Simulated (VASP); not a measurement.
# Si (a cell with a defect) in VASP: a series of runs

One crystal, Si (a cell with a defect), is run at these levels: PBE; tasks: single point, relaxation of the atoms.

All numbers are computed with VASP 6.6.1; they aren't measurements. Logs are shortened: lines on timing, memory, paths and dates and some standing lists are left out, and cuts for length are marked.

**1. The structure**

The cell holds a defect, 17 atoms: a = 7.679 Å, b = 7.679 Å, c = 7.679 Å, α = 60.00°, β = 60.00°, γ = 60.00°.

The cell was built by a generator and needn't be a form met in nature.

**2. Single point, PBE**

Input file INCAR:

```
PREC = Accurate
ENCUT = 520
EDIFF = 1E-6
ISMEAR = -1
SIGMA = 0.05
LREAL = Auto
LASPH = True
NELM = 100
ALGO = Fast
ISIF = 2
LWAVE = False
LCHARG = False
GGA = PE
NBANDS = 48
```

Input file KPOINTS:

```
regular mesh
0
Gamma
  2 2 2
```

Input file POSCAR:

```
Si
1.0
    0.0000000000      5.4300000000      5.4300000000
    5.4300000000      0.0000000000      5.4300000000
    5.4300000000      5.4300000000      0.0000000000
Si
17
Direct
    0.0026174991     -0.0071835272      0.0022365881
    0.1281926552      0.1216857621      0.1281346550
   -0.0014451377      0.0003592709      0.5005000885
    0.1282465978      0.1216777720      0.6218684518
    0.0024195009      0.5020343432      0.0021706184
    0.1258477041      0.6244274220      0.1247634211
    0.0025010675      0.5020506554      0.4931688316
    0.1281209442      0.6280221528      0.6218732521
    0.5006406905      0.0002734591     -0.0013156675
    0.6223646556      0.1215997884      0.1280086272
    0.5006910513      0.0002762953      0.5003665661
    0.6249474429      0.1250225924      0.6250181005
    0.4942932263      0.5018443297      0.0019170741
    0.6222421918      0.6279686059      0.1280089630
    0.5005686466      0.4987097852      0.5003419028
    0.6222961381      0.6279608290      0.6217234979
    0.8758335258      0.3744051637      0.8747777295
```

Potentials or basis: VASP PAW PBE potentials, release 64 (Si).

Run with:

```
> cat potpaw_PBE.64/Si/POTCAR > POTCAR
> mpirun -np 1 vasp_std > vasp.out
```

OUTCAR:

```text
PREC = Accurate
   ENCUT = 520
   EDIFF = 1E-6
   ISMEAR = -1
   LREAL = Auto
   LASPH = True
   NELM = 100
   ISIF = 2
   GGA = PE

 ion  position               nearest neighbor table
   1  0.003  0.993  0.002-   6 2.31  10 2.38   2 2.38   4 2.38  17 2.39
   2  0.128  0.122  0.128-   3 2.34   9 2.34   1 2.38   5 2.38  17 2.75
   3  0.999  0.000  0.501-   8 2.33   2 2.34   4 2.34  12 2.34
   4  0.128  0.122  0.622-   3 2.34  11 2.34   1 2.38   7 2.38  17 2.75
   5  0.002  0.502  0.002-   6 2.31  14 2.38   8 2.38   2 2.38  17 2.39
   6  0.126  0.624  0.125-   1 2.31   7 2.31   5 2.31  13 2.31
   7  0.003  0.502  0.493-   6 2.31  16 2.38   8 2.38   4 2.38  17 2.39
   8  0.128  0.628  0.622-   3 2.33  15 2.34   7 2.38   5 2.38  17 2.75
   9  0.501  0.000  0.999-  14 2.33  10 2.34   2 2.34  12 2.34
  10  0.622  0.122  0.128-  11 2.33   9 2.34  13 2.38   1 2.38  17 2.75
  11  0.501  0.000  0.500-  16 2.33  10 2.33   4 2.34  12 2.34
  12  0.625  0.125  0.625-   3 2.34  11 2.34   9 2.34  15 2.34
  13  0.494  0.502  0.002-   6 2.31  14 2.38  16 2.38  10 2.38  17 2.39
  14  0.622  0.628  0.128-   9 2.33  15 2.33  13 2.38   5 2.38  17 2.75
  15  0.501  0.499  0.500-  14 2.33  16 2.33   8 2.34  12 2.34
  16  0.622  0.628  0.622-  11 2.33  15 2.33  13 2.38   7 2.38  17 2.75
  17  0.876  0.374  0.875-  13 2.39   1 2.39   5 2.39   7 2.39   4 2.75   2 2.75   8 2.75  10 2.75
                            16 2.75  14 2.75

  LATTYP: Found a face centered cubic cell.
 ALAT       =    10.8600000000

  Lattice vectors:

 A1 = (   0.0000000000,   5.4300000000,   5.4300000000)
 A2 = (   5.4300000000,   0.0000000000,   5.4300000000)
 A3 = (   5.4300000000,   5.4300000000,   0.0000000000)

Analysis of symmetry for initial positions (statically):
=====================================================================
 Subroutine PRICEL returns:
 Original cell was already a primitive cell.

 Routine SETGRP: Setting up the symmetry group for a
 face centered cubic supercell.

 Subroutine GETGRP returns: Found  1 space group operations
 (whereof  1 operations were pure point group operations)
 out of a pool of 48 trial point group operations.

The static configuration has the point symmetry C_1 .

Analysis of symmetry for dynamics (positions and initial velocities):
=====================================================================
 Subroutine PRICEL returns:
 Original cell was already a primitive cell.

 Routine SETGRP: Setting up the symmetry group for a
 face centered cubic supercell.

 Subroutine GETGRP returns: Found  1 space group operations
 (whereof  1 operations were pure point group operations)
 out of a pool of 48 trial point group operations.

The dynamic configuration has the point symmetry C_1 .

 Subroutine INISYM returns: Found  1 space group operations
 (whereof  1 operations are pure point group operations),
 and found     1 'primitive' translations

----------------------------------------------------------------------------------------

                                     Primitive cell

  volume of cell :     320.2060

  direct lattice vectors                    reciprocal lattice vectors
     0.000000000  5.430000000  5.430000000    -0.092081031  0.092081031  0.092081031
     5.430000000  0.000000000  5.430000000     0.092081031 -0.092081031  0.092081031
     5.430000000  5.430000000  0.000000000     0.092081031  0.092081031 -0.092081031

  length of vectors
     7.679179644  7.679179644  7.679179644     0.159489025  0.159489025  0.159489025

  position of ions in fractional coordinates (direct lattice)
     0.002617499  0.992816473  0.002236588
     0.128192655  0.121685762  0.128134655
     0.998554862  0.000359271  0.500500088
     0.128246598  0.121677772  0.621868452
     0.002419501  0.502034343  0.002170618
     0.125847704  0.624427422  0.124763421
[... 9 lines left out ...]
     0.622296138  0.627960829  0.621723498
     0.875833526  0.374405164  0.874777730

  ion indices of the primitive-cell ions
   primitive index   ion index
                 1           1
                 2           2
                 3           3
                 4           4
                 5           5
                 6           6
[... 9 lines left out ...]
                16          16
                17          17

----------------------------------------------------------------------------------------

 KPOINTS: regular mesh

Automatic generation of k-mesh.
 Grid dimensions read from file:
 generate k-points for:    2    2    2

 Generating k-lattice:

  Cartesian coordinates                     Fractional coordinates (reciprocal lattice)
    -0.046040516  0.046040516  0.046040516     0.500000000  0.000000000  0.000000000
     0.046040516 -0.046040516  0.046040516     0.000000000  0.500000000  0.000000000
     0.046040516  0.046040516 -0.046040516     0.000000000  0.000000000  0.500000000

  Length of vectors
     0.079744512  0.079744512  0.079744512

  Shift w.r.t. Gamma in fractional coordinates (k-lattice)
     0.000000000  0.000000000  0.000000000

 Subroutine IBZKPT returns following result:
 ===========================================

 Found      8 irreducible k-points:

 Following reciprocal coordinates:
            Coordinates               Weight
  0.000000  0.000000  0.000000      1.000000
  0.500000  0.000000  0.000000      1.000000
  0.000000  0.500000  0.000000      1.000000
  0.000000  0.000000  0.500000      1.000000
  0.500000  0.500000  0.500000      1.000000
  0.500000  0.500000  0.000000      1.000000
  0.000000  0.500000  0.500000      1.000000
  0.500000  0.000000  0.500000      1.000000
   k-points           NKPTS =      8   k-points in BZ     NKDIM =      8   number of bands    NBANDS=     48
   number of dos      NEDOS =    301   number of ions     NIONS =     17
   total plane-waves  NPLWV = 216000
   dimension x,y,z NGX =    60 NGY =   60 NGZ =   60
   dimension x,y,z NGXF=   120 NGYF=  120 NGZF=  120
   ions per type =              17
   NGX,Y,Z   is equivalent  to a cutoff of  12.99, 12.99, 12.99 a.u.
   NGXF,Y,Z  is equivalent  to a cutoff of  25.98, 25.98, 25.98 a.u.
 SYSTEM =  unknown system
   PREC   = accura    normal or accurate (medium, high low for compatibility)
   ISTART =      0    job   : 0-new  1-cont  2-samecut
   ICHARG =      2    charge: 1-file 2-atom 10-const
   ISPIN  =      1    spin polarized calculation?
   LNONCOLLINEAR =      F non collinear calculations
   LSORBIT =      F    spin-orbit coupling
   LASPH  =      T    aspherical Exc in radial PAW
   ENCUT  =  520.0 eV  38.22 Ry    6.18 a.u.  14.28 14.28 14.28*2*pi/ulx,y,z
   NELM   =    100;   NELMIN=  2; NELMDL= -5     # of ELM steps
   EDIFF  = 0.1E-05   stopping-criterion for ELM
   LREAL  =      T    real-space projection
   EDIFFG = 0.1E-04   stopping-criterion for IOM
   NSW    =      0    number of steps for IOM
   IBRION =     -1    ionic relax: 0-MD 1-quasi-New 2-CG
   NFREE  =      0    steps in history (QN), initial steepest desc. (CG)
   ISIF   =      2    stress and relaxation
   ISYM   =      2    0-nonsym 1-usesym 2-fastsym
   POTIM  = 0.5000    time-step for ionic-motion
   TEBEG  =    0.0;   TEEND  =   0.0 temperature during run
   PSTRESS=    0.0 pullay stress
   NELECT =      68.0000    total number of electrons
   NUPDOWN=      -1.0000    fix difference up-down
   EMIN   =  10.00;   EMAX   =-10.00  energy-range for DOS
   EFERMI =   0.00;   METHOD = LEGACY
   ISMEAR =    -1;   SIGMA  =   0.05  broadening in eV -4-tet -1-fermi 0-gaus
   EFERMI_NEDOS =   21; number of points for ismear=-14 and -15
   IALGO  =     68    algorithm
   IMIX   =      4    mixing-type and parameters
     AMIX     =   0.40;   BMIX     =  1.00
     AMIX_MAG =   1.60;   BMIX_MAG =  1.00
  volume/ion in A,a.u.               =      18.84       127.11
  Fermi-wavevector in a.u.,A,eV,Ry     =   0.976715  1.845724 12.979587  0.953973
  Thomas-Fermi vector in A             =   2.107356
   LORBIT       =      0    0 simple, 1 ext, 2 COOP (PROOUT), +10 PAW based schemes
   GGA     = PE    functional components
   LHFCALC =     F    Hartree Fock is set to
   AEXX    =    0.0000 exact exchange contribution
   IVDW    =     0    specifies the selected vdW correction
   LEPSILON=     F    determine dielectric tensor
   LRPA    =     F    only Hartree local field effects (RPA)
 non-spin polarized calculation
 RMM-DIIS sequential band-by-band and
  energy-cutoff  :      520.00
  volume of cell :      320.21
 maximum number of plane-waves:      8646
 NGX is ok and might be reduce to    60
   NGX = 29   NGY = 29   NGZ = 29

 number of electron      68.0000001 magnetization

 Free energy of the ion-electron system (eV)
  ---------------------------------------------------
  ext. energy  EPLUGINS =         0.00000000
  ---------------------------------------------------
  free energy    TOTEN  =       -88.01346243 eV

  energy without entropy =      -87.97943251  energy(sigma->0) =      -87.99644747

 E-fermi :   6.8800     XC(G=0):  -9.6752

 val. band max:        6.6745262117   @ k =   0.0000   0.0000   0.0000
 cond. band min:       6.9248340305   @ k =   0.0000   0.5000   0.5000
 fundamental gap:      0.2503078188
 Fermi energy:         6.8800467709

 k-point     1 :       0.0000    0.0000    0.0000
  band No.  band energies     occupation
      1      -6.3188      2.00000
      2      -3.7737      2.00000
      3      -3.6279      2.00000
      4      -3.6274      2.00000
      5      -3.6271      2.00000
      6      -2.8139      2.00000
[... 38 lines left out ...]
     45       8.1197      0.00000
     46       9.0622      0.00000

 k-point     2 :       0.5000    0.0000    0.0000
  band No.  band energies     occupation
      1      -5.9171      2.00000
      2      -4.9549      2.00000
      3      -3.5738      2.00000
      4      -3.4269      2.00000
      5      -3.4258      2.00000
      6      -2.9582      2.00000
[... 38 lines left out ...]
     45       9.8140      0.00000
     46       9.9586      0.00000

 k-point     3 :       0.0000    0.5000    0.0000
  band No.  band energies     occupation
      1      -5.9165      2.00000
      2      -4.9563      2.00000
      3      -3.5743      2.00000
      4      -3.4262      2.00000
      5      -3.4250      2.00000
      6      -2.9579      2.00000
[... 38 lines left out ...]
     45       9.8135      0.00000
     46       9.9557      0.00000

 k-point     4 :       0.0000    0.0000    0.5000
  band No.  band energies     occupation
      1      -5.9166      2.00000
      2      -4.9559      2.00000
      3      -3.5741      2.00000
      4      -3.4268      2.00000
      5      -3.4250      2.00000
      6      -2.9580      2.00000
[... 38 lines left out ...]
     45       9.8138      0.00000
     46       9.9564      0.00000

 k-point     5 :       0.5000    0.5000    0.5000
  band No.  band energies     occupation
      1      -5.9167      2.00000
      2      -4.9557      2.00000
      3      -3.5741      2.00000
      4      -3.4270      2.00000
      5      -3.4249      2.00000
      6      -2.9581      2.00000
[... 38 lines left out ...]
     45       9.8140      0.00000
     46       9.9568      0.00000

 k-point     6 :       0.5000    0.5000    0.0000
  band No.  band energies     occupation
      1      -5.7830      2.00000
      2      -4.7256      2.00000
      3      -3.9896      2.00000
      4      -3.8773      2.00000
      5      -3.8772      2.00000
      6      -3.6308      2.00000
[... 38 lines left out ...]
     45      10.1234      0.00000
     46      10.1243      0.00000

 k-point     7 :       0.0000    0.5000    0.5000
  band No.  band energies     occupation
      1      -5.7830      2.00000
      2      -4.7255      2.00000
      3      -3.9896      2.00000
      4      -3.8776      2.00000
      5      -3.8771      2.00000
      6      -3.6308      2.00000
[... 38 lines left out ...]
     45      10.1224      0.00000
     46      10.1255      0.00000

 k-point     8 :       0.5000    0.0000    0.5000
  band No.  band energies     occupation
      1      -5.7830      2.00000
      2      -4.7255      2.00000
      3      -3.9896      2.00000
      4      -3.8775      2.00000
      5      -3.8771      2.00000
      6      -3.6308      2.00000
[... 38 lines left out ...]
     45      10.1228      0.00000
     46      10.1250      0.00000
 [bands above 46 left out]

------------------------ aborting loop because EDIFF is reached ----------------------------------------

  FORCE on cell =-STRESS in cart. coord.  units (eV):
  Direction    XX          YY          ZZ          XY          YZ          ZX
  --------------------------------------------------------------------------------------
  -------------------------------------------------------------------------------------
  Total       10.6252283     10.6270971     10.6292051     -0.0003817     -0.0020026      0.0017028
  in kB       53.1642104     53.1735610     53.1841085     -0.0019099     -0.0100202      0.0085201
  external PRESSURE =      53.1739600 kB  Pullay stress =       0.0000000 kB

 VOLUME and BASIS-vectors are now :
 -----------------------------------------------------------------------------
  energy-cutoff  :      520.00
  volume of cell :      320.21
      direct lattice vectors                 reciprocal lattice vectors
     0.000000000  5.430000000  5.430000000    -0.092081031  0.092081031  0.092081031
     5.430000000  0.000000000  5.430000000     0.092081031 -0.092081031  0.092081031
     5.430000000  5.430000000  0.000000000     0.092081031  0.092081031 -0.092081031

 POSITION                                       TOTAL-FORCE (eV/Angst)
 -----------------------------------------------------------------------------------
      5.40314      0.02636      5.40521         0.001627     -0.002583      0.005074
      1.35652      1.39186      1.35684        -0.003064     -0.009504      0.003984
      2.71967      8.13987      5.42410         0.009844     -0.008926     -0.007354
      4.03746      4.07312      1.35709         0.010304      0.002480      0.003037
      2.73783      0.02492      2.73918        -0.002346      0.002209      0.000722
      4.06811      1.36082      4.07399         0.001940     -0.001553     -0.001097
[... 9 lines left out ...]
      6.78579      6.75503      6.78890        -0.001186      0.013985     -0.001911
      6.78306      9.50582      6.78880         0.000983     -0.000620      0.000945
 -----------------------------------------------------------------------------------
    total drift:                                0.007525     -0.004801     -0.001020

  FREE ENERGIE OF THE ION-ELECTRON SYSTEM (eV)
  ---------------------------------------------------
  free  energy   TOTEN  =       -88.0134624331 eV

  energy  without entropy=      -87.9794325127  energy(sigma->0) =      -87.99644747
```

It took 2.5 min on 1 thread of Intel Xeon 6975P-C (Granite Rapids), shared host; peak memory 0.45 GiB.

What came out:

```yaml
Free_energy: -88.0135 eV
Pressure: 5.3 GPa
Largest_force: 0.022 eV/Å
Band_gap_on_the_k_mesh: none (metal or under the smearing width)
```

Forces on the atoms (eV/Å):
```
Si   0.002 -0.003  0.005
Si  -0.003 -0.010  0.004
Si   0.010 -0.009 -0.007
Si   0.010  0.002  0.003
Si  -0.002  0.002  0.001
Si   0.002 -0.002 -0.001
Si  -0.002  0.004 -0.001
Si  -0.004  0.004 -0.010
Si  -0.007 -0.015  0.011
Si   0.000 -0.001  0.012
Si   0.015  0.007  0.010
Si   0.000  0.000  0.000
Si   0.005 -0.006 -0.008
Si  -0.015  0.001 -0.001
Si  -0.010  0.011 -0.016
Si  -0.001  0.014 -0.002
Si   0.001 -0.001  0.001
```

Caveat: the k mesh is coarse (spacing up to 0.50 Å⁻¹), so the values aren't converged.

(Part 1 of 3 ends here.)
